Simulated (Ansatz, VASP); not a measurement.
# Ge: VASP beside Ansatz

INCAR

```
SYSTEM = Ge
PREC     = Accurate       ! precision mode
ENCUT    = 520            ! plane-wave cutoff, eV
EDIFF    = 1E-6           ! SCF threshold, eV
ISMEAR   = 0              ! smearing method
SIGMA    = 0.1            ! smearing width, eV
LREAL    = .FALSE.        ! projectors in reciprocal space
LASPH    = .TRUE.         ! aspherical terms in the spheres
NELM     = 100            ! most SCF steps
ALGO     = Fast           ! electronic algorithm
ISIF     = 2              ! what is computed and relaxed
LWAVE    = .FALSE.        ! write WAVECAR
LCHARG   = .FALSE.        ! write CHGCAR
GGA      = PS             ! functional
NBANDS   = 13             ! bands
```

The input KPOINTS:

```
Automatic mesh
0
G
  9 9 9
  0 0 0
```

Contents of POSCAR:

```
Ge
1.0
    1.4017415623     -2.6091395984      0.0000000000
    1.4017415623      2.6091395984      0.0000000000
    0.0000000000      0.0000000000      2.7071641855
Ge
1
Direct
    0.5000000000      0.5000000000      0.0000000000
```

Input for Ansatz:

```yaml
crystal:
  lattice:
    - [1.401741562336653, -2.6091395983512027, 0.0]
    - [1.401741562336653, 2.6091395983512027, 0.0]
    - [0.0, 0.0, 2.707164185453265]
  atoms:
    - { symbol: Ge, position: [0.5, 0.5, 0.0] }
basis:
  ecutwfc: 630.0
  ecutrho_ratio: 4
kpoints:
  mp_grid:
    grid: [9, 9, 9]
hamiltonian:
  xc: pbesol
scf:
  max_iter: 200
  convergence:
    dr2_threshold: 1.0e-05
  mixing:
    algorithm: msr1
    beta: 0.4
    ndim: 12
  occupations:
    method: gaussian
    width: 0.1
output:
  stress: true
```

This isn't the form of Ge at room conditions, which is diamond.

Alike in both runs: task single point; functional PBEsol; k mesh 9 × 9 × 9; occupations gaussian, width 0.1 eV; no spin polarisation.

|  | VASP | Ansatz |
| --- | --- | --- |
| version | VASP 6.6.1 | Ansatz 0.2.0 |
| potentials or method | VASP PAW PBE potentials, release 64 (Ge_d) | plane waves, PAW |
| plane-wave cutoff (eV) | 520 | 630 |
| valence electrons in the cell | 14 | 14 |

VASP gave:

| Property | Result |
| --- | --- |
| pressure (GPa) | -4.5 |
| largest component of the traceless stress (GPa) | 1.72 |

Question: What did Ansatz give for the same quantities?

Answer: Pressure (GPa): -4.8; largest component of the traceless stress (GPa): 1.72.

Ansatz warned: «stress_scf_threshold_loose».

Caveats: the PAW data sets were made with another functional, which shifts forces and pressure a little (VASP).
